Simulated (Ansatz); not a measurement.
# Zn (P6_3/mmc) in Ansatz: further runs, part 2 of 2

Ansatz 0.2.0.

### Step 5. Relaxation of cell and atoms, PBEsol, target pressure 10 GPa, at which the enthalpy is minimised

Contents of input.yaml:

```yaml
crystal:
  lattice:
    - [2.67, 0.0, 0.0]
    - [-1.335, 2.3122878281, 0.0]
    - [0.0, 0.0, 4.966]
  atoms:
    - { symbol: Zn, position: [0.6666666667, 0.3333333333, 0.75] }
    - { symbol: Zn, position: [0.3333333333, 0.6666666667, 0.25] }
hamiltonian:
  xc: pbesol
  pseudopotentials: { kind: paw }
kpoints:
  mp_grid: { grid: [11, 11, 6] }
scf:
  occupations: { method: fermi_dirac, width: 0.05 }
output:
  forces: true
  stress: true
  eigenvalues: true
relax:
  f_tol: 0.01
  max_steps: 40
  cell: { stress_tol: 0.05, p_target: 10.0 }
```

Potentials or basis: Ansatz PAW.

Started as:

```
$ ansatz run input.yaml --threads 2 --pin off --max-ram 5632MiB --backend cpu --events-out ev --progress --plain --runs-dir out
```

Log:

```text
Warning: RAYON_NUM_THREADS=2 ignored (pool sized by the plan → 2); use --threads N
Engine: ansatz 0.2.0, aarch64-unknown-linux-gnu
Pseudopotentials: kind: paw
Pseudopotential: Zn, paw, valence charge 12, recommended cutoff 420 eV (normal), Zn.paw.azcp
Functional definition: PBEsol
  exchange = pbesol_x
  correlation = pbesol_c
Crystal: 2 atoms, lattice volume = 30.659 Å³
Basis set: ecut = 420 eV, 623 PW (Γ), exchange–correlation on 36×36×72 points (8 copies of the dense FFT grid, shifted against one another)
Bands: 16, of which v1, the nominal top of the filled ones, is band 12 counted from 1 (11 counted from 0)
Symmetry: 24 space group operations
Space group: P63/mmc (ITA 194), of the structure as read, at distance tolerance 3.1e-5 Å
k-points: 64 of 726
Non-local potential: Zn, projectors of the file, l = 0: 2, l = 1: 2, l = 2: 3, l = 3: 1
PAW form: soft (Blöchl's): semilocal exchange-correlation on the pseudo side does not see the compensation charge
PAW frozen core: Zn, regenerated for the run's functional, and the local potential with it (the file was generated under x = pbe(κ = 0.804, μ = 0.2195149727645171), c = pbe(β = 0.06672455060314922))
PAW one-centre angular grid: Zn, 590 points (default); XC on 64 Gauss nodes
Initial density: superposition of atomic densities (neutral atoms: chi_scale 0, normalization atom), corrected by the library's trained network
Initial wavefunctions: pseudopotential atomic-orbital guess
Functional: x = pbesol(κ = 0.804, μ = 0.12345679012345678), c = pbesol(β = 0.046)
[... 114 lines left out ...]
Fermi energy:    13.996257 eV
--- Per-component energies (eV) ---
  E_band       = 150.170688
  E_kinetic    = 265.927348
  E_local      = -2835.081328  (includes V_loc(G=0)·N_el)
  E_nonlocal   = 1221.548074
  E_hartree    = 1192.586801
  E_xc         = -275.297247
  E_vxc        = -110.094168  (∫ρ·V_xc dr)
  E_paw        = -3573.001920  (= ΣΔE_a)
  E_vpaw       = -777.302024  (= ΣTr[D̂ρ^β])
  E_aug_tail   = -0.000756  (compensation charges beyond the density's cutoff)
  E_ewald      = -2560.030881
  E_core_change = 1.594710  (= ΣΔE_core)
  E_smearing   = -0.002805  (= −TS)
  E_closure    = -0.000000  (closes the sum)
  Σ components = -6561.758005   (vs F -6561.758005, Δ=0.00e0)
--- Forces (eV/Å), atoms counted from 1 ---
  atom   1  Zn     0.00000000    -0.00000000     0.00000000
  atom   2  Zn     0.00000000     0.00000000    -0.00000000
  max |Σ_I F_I| component: 7.40e-17 eV/Å
--- Stress (GPa, compression-positive) ---
       10.008812       0.000000      -0.000000
        0.000000      10.008812       0.000000
       -0.000000       0.000000      10.006556
  P = ⅓ Tr σ = 10.0081 GPa (100.081 kbar)
--- Band table (eV; the first three rows and the last of 64) ---
  k-point 0: bands = ["1.8142", "4.4573", "5.5119", "5.5993", "5.5993", "5.7164", "5.7164", "5.9208", "5.9208", "6.3940", "6.3940", "9.8380", "12.3799", "30.7986", "30.7986", "32.1097"]
  k-point 1: bands = ["2.0447", "4.4472", "5.4910", "5.5757", "5.5757", "5.6899", "5.6899", "5.9842", "5.9842", "6.3813", "6.3813", "8.2773", "14.4094", "29.9059", "31.0327", "31.0327"]
  k-point 2: bands = ["2.7100", "4.3102", "5.4615", "5.5546", "5.5546", "5.6298", "5.6298", "6.1141", "6.1141", "6.3341", "6.3341", "6.4722", "17.7140", "25.5779", "31.7006", "31.7006"]
  k-point 63: bands = ["5.0310", "5.0310", "5.3060", "5.3060", "5.6110", "5.6110", "5.9603", "5.9603", "6.4234", "6.4234", "13.3842", "13.3842", "14.9608", "14.9608", "17.1067", "17.1067"]
--- Relaxed structure (8 steps of the walk, 8 accepted, 2 SCFs on fresh bases) ---
  F+E_penalty+E_count = -6561.75800509 eV   max|allowed force component| = 2.313e-16 eV/Å   (the final SCF, on the basis selected at the relaxed cell)
  cell:  # Å, volume = 25.6022 Å³
    - [2.6136911415643582, -7.701460125444779e-34, 5.038466357624316e-33]
    - [-1.3068455707821791, 2.263522926241084, -1.760374072409391e-33]
    - [8.148843488678208e-33, 1.629768697735642e-33, 4.327509737961256]
  atoms:
    - { symbol: Zn, position: [0.6666666666666666, 0.3333333333333333, 0.75] }
    - { symbol: Zn, position: [0.3333333333333333, 0.6666666666666666, 0.25] }
```

Run time: 11 s. Hardware: 2 threads of Arm Neoverse V2, shared host; peak memory 0.32 GiB.

Results:

- Free energy: -6561.7580 eV
- Relaxed volume: 12.80 Å³/atom
- Relaxed cell: a = 2.614 Å, b = 2.614 Å, c = 4.328 Å, α = 90.00°, β = 90.00°, γ = 120.00°
- Space group after relaxing (to 0.05 Å): P6_3/mmc (No. 194)
- Energy change on relaxing (the enthalpy is what falls): -1.8 meV/atom
- Ionic steps: 10
- Pressure after relaxing: 10.0 GPa
- Band gap on the k mesh: none (metal or under the smearing width)

The path:
```csv
step,energy change (eV),largest force (eV/Å),volume (Å³)
1,0.0000,0.0000,30.66
2,-0.0430,0.0000,27.45
3,0.0237,0.0000,25.46
4,0.0260,0.0000,25.21
5,-0.0031,0.0000,25.56
6,-0.0071,0.0000,25.63
7,-0.0063,0.0000,25.61
8,-0.0042,0.0000,25.61
9,-0.0036,0.0000,25.60
10,-0.0036,0.0000,25.60
```

Final structure:
```cif
data_structure
_symmetry_space_group_name_H-M 'P 1'
_symmetry_Int_Tables_number 1
_cell_length_a 2.6137
_cell_length_b 2.6137
_cell_length_c 4.3275
_cell_angle_alpha 90.000
_cell_angle_beta 90.000
_cell_angle_gamma 120.000
_cell_volume 25.60
loop_
_atom_site_label
_atom_site_type_symbol
_atom_site_fract_x
_atom_site_fract_y
_atom_site_fract_z
_atom_site_occupancy
Zn1 Zn 0.66667 0.33333 0.75000 1
Zn2 Zn 0.33333 0.66667 0.25000 1
```

Caveat: the volume moved by over 15 % at a fixed basis, so the end points are rough; the plane-wave basis is chosen anew once the cell has moved, so the energies of steps on either side of that aren't comparable; the PAW data sets come from PBE, with cores solved anew for the run's functional, which leaves a small shift of forces and pressure.

### Step 6. Relaxation of cell and atoms, PBEsol, target pressure 20 GPa, at which the enthalpy is minimised

Edit input.yaml of step 5 so:

```diff
@@ -19,2 +19,6 @@
   eigenvalues: true
+  write_density: true
+  write_potential: true
+  elf: true
+  volumetric_format: npy
 relax:
@@ -22,2 +26,2 @@
   max_steps: 40
-  cell: { stress_tol: 0.05, p_target: 10.0 }
+  cell: { stress_tol: 0.05, p_target: 20.0 }
```

Potentials or basis: Ansatz PAW.

Started as:

```
$ ansatz run input.yaml --threads 2 --pin off --max-ram 5632MiB --backend cpu --events-out ev --progress --plain --runs-dir out
```

Wall time 10 s (2 threads of Arm Neoverse V2, shared host); peak memory 0.32 GiB.

Results (log left out):

```yaml
Free_energy: -6561.6174 eV
Relaxed_volume: 12.04 Å³/atom
Relaxed_cell: a = 2.558 Å, b = 2.558 Å, c = 4.249 Å, α = 90.00°, β = 90.00°, γ = 120.00°
Space_group_after_relaxing_to_0.05_Å: P6_3/mmc (No. 194)
Energy_change_on_relaxing_the_enthalpy_is_what_falls: +68.5 meV/atom
Ionic_steps: 8
Pressure_after_relaxing: 20.0 GPa
Band_gap_on_the_k_mesh: none (metal or under the smearing width)
```

Step by step:
```
step  energy change (eV)  largest force (eV/Å)  volume (Å³)
   1              0.0000                0.0000        30.66
   2             -0.0321                0.0000        27.13
   3              0.1112                0.0000        24.59
   4              0.1749                0.0000        23.82
   5              0.1930                0.0000        23.66
   6              0.1382                0.0000        24.04
   7              0.1342                0.0000        24.07
   8              0.1370                0.0000        24.07
```

Final structure:
```cif
data_structure
_symmetry_space_group_name_H-M 'P 1'
_symmetry_Int_Tables_number 1
_cell_length_a 2.5576
_cell_length_b 2.5576
_cell_length_c 4.2495
_cell_angle_alpha 90.000
_cell_angle_beta 90.000
_cell_angle_gamma 120.000
_cell_volume 24.07
loop_
_atom_site_label
_atom_site_type_symbol
_atom_site_fract_x
_atom_site_fract_y
_atom_site_fract_z
_atom_site_occupancy
Zn1 Zn 0.66667 0.33333 0.75000 1
Zn2 Zn 0.33333 0.66667 0.25000 1
```

Levels at points of the mesh, in eV from the Fermi level:
```tsv
k point	band 8	band 9	band 10	band 11	band 12	band 13	band 14	band 15	band 16
(0.00, 0.00, 0.00)	-8.37	-8.37	-7.85	-7.85	-4.63	-1.66	17.54	17.54	18.45
(0.00, 0.00, -0.50)	-8.77	-8.02	-8.02	-8.02	-8.02	7.60	7.60	19.17	19.17
```

Caveat: the volume moved by over 15 % at a fixed basis, so the end points are rough; the plane-wave basis is chosen anew once the cell has moved, so the energies of steps on either side of that aren't comparable; the PAW data sets come from PBE, with cores solved anew for the run's functional, which leaves a small shift of forces and pressure.

### Step 7. Summary

| cell | target pressure (GPa) | gap on the mesh (eV) | pressure (GPa) |
| --- | --- | --- | --- |
| relaxed | 0 | none | 0.0 |
| relaxed to 2 GPa | 2 | none | 2.0 |
| relaxed to 5 GPa | 5 | none | 5.0 |
| relaxed to 10 GPa | 10 | none | 10.0 |
| relaxed to 20 GPa | 20 | none | 20.0 |

Alike in all rows: task relaxation of cell and atoms; level PBEsol; potentials or basis Ansatz PAW; no spin polarisation; k mesh 11 × 11 × 6; cutoff (eV) 420; smearing fermi-dirac 0.05 eV.

Caveats: the plane-wave basis is chosen anew once the cell has moved, so the energies of steps on either side of that aren't comparable; the PAW data sets come from PBE, with cores solved anew for the run's functional, which leaves a small shift of forces and pressure; the volume moved by over 15 % at a fixed basis, so the end points are rough (some runs).

Absolute energies hang on the potentials; compare differences alone.
